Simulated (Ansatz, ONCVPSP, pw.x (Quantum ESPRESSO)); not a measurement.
# What a changed setting does to a pw.x run (sc As)

Potential: optimised norm-conserving Vanderbilt (ONCV), ONCVPSP 4.0.1.1 (patched build), PBE; core [Ar] 3d10, reference 4s2 4p2.5; waves: 4s: rc 1.40 bohr, ncon 4, nbas 9, qcut 4.9 1/bohr, 1 projector; 4p: rc 1.90 bohr, ncon 4, nbas 8, qcut 4.9 1/bohr, 2 projectors, debl 1.8 Ha; d scattering state at 0.26 Ha: rc 2.00 bohr, ncon 4, nbas 8, qcut 4.3 1/bohr, 2 projectors, debl 3.4 Ha; local part: polynomial inside 1.10 bohr (lpopt 2, dvloc0 0 Ha); core correction: none.

The reference run (k-mesh 12³, cutoffs 60/240 Ry, Fermi–Dirac 0.01 Ry, mixing_beta 0.4, conv_thr 1e-9, no spin) gives -0.72 GPa at 20.515 Å³/atom, where all-electron LAPW gives -0.24 GPa. This run, with its own iteration cap, changes nosym to true.

```
&control
  calculation='scf', prefix='x', pseudo_dir='./', outdir='./tmp', tstress=.true., disk_io='none'
/
&system
  ibrav=0, nat=1, ntyp=1, ecutwfc=60, ecutrho=240, nbnd=9,
  occupations='smearing', smearing='fd', degauss=0.01, nosym=.true.
/
&electrons
  conv_thr=1e-09, mixing_beta=0.4, electron_maxstep=50
/
ATOMIC_SPECIES
As 1.0 As.UPF
CELL_PARAMETERS angstrom
  2.73751920 0.00000000 0.00000000
  0.00000000 2.73751920 0.00000000
  0.00000000 0.00000000 2.73751920
ATOMIC_POSITIONS crystal
As 0.0000 0.0000 0.0000
K_POINTS automatic
12 12 12 0 0 0
```

```bash
pw.x < As.scf.in > As.scf.out
```

How does the run end?

It converges in 6 iterations; the free energy moves by +0.0 meV/atom and the pressure by +0.00 GPa. The result is that of the reference run.

```
lattice parameter (alat)  =       5.1732  a.u.
     unit-cell volume          =     138.4421 (a.u.)^3
     number of electrons       =         5.00
     number of Kohn-Sham states=            9
     kinetic-energy cutoff     =      60.0000  Ry
     charge density cutoff     =     240.0000  Ry
     scf convergence threshold =      1.0E-09
     Exchange-correlation= PBE
     number of k points=   868  Fermi-Dirac smearing, width (Ry)=  0.0100
     iteration #  1     ecut=    60.00 Ry     beta= 0.40
     total energy              =     -12.62723455 Ry
     estimated scf accuracy    <       0.01389275 Ry
     iteration #  2     ecut=    60.00 Ry     beta= 0.40
     total energy              =     -12.62622880 Ry
     estimated scf accuracy    <       0.00377845 Ry
     iteration #  3     ecut=    60.00 Ry     beta= 0.40
     total energy              =     -12.62650414 Ry
     estimated scf accuracy    <       0.00003420 Ry
     iteration #  4     ecut=    60.00 Ry     beta= 0.40
     total energy              =     -12.62650645 Ry
     estimated scf accuracy    <       0.00000024 Ry
     iteration #  5     ecut=    60.00 Ry     beta= 0.40
     total energy              =     -12.62650654 Ry
     estimated scf accuracy    <          1.2E-09 Ry
     iteration #  6     ecut=    60.00 Ry     beta= 0.40
     the Fermi energy is     7.9226 ev
!    total energy              =     -12.62650654 Ry
     estimated scf accuracy    <          6.4E-10 Ry
     smearing contrib. (-TS)   =      -0.00248958 Ry
     The total energy is F=E-TS. E is the sum of the following terms:
     one-electron contribution =       3.72810649 Ry
     hartree contribution      =       0.50735548 Ry
     xc contribution           =      -3.14785669 Ry
     ewald contribution        =     -13.71162225 Ry
     convergence has been achieved in   6 iterations
          total   stress  (Ry/bohr**3)                   (kbar)     P=       -7.21
     Message from routine punch:
     Nothing written, as per user request (disk_io='none')
```

The run took about 1.7 min on one core of a shared host (Neoverse-N1, 64 threads, 124 GiB, load 60).
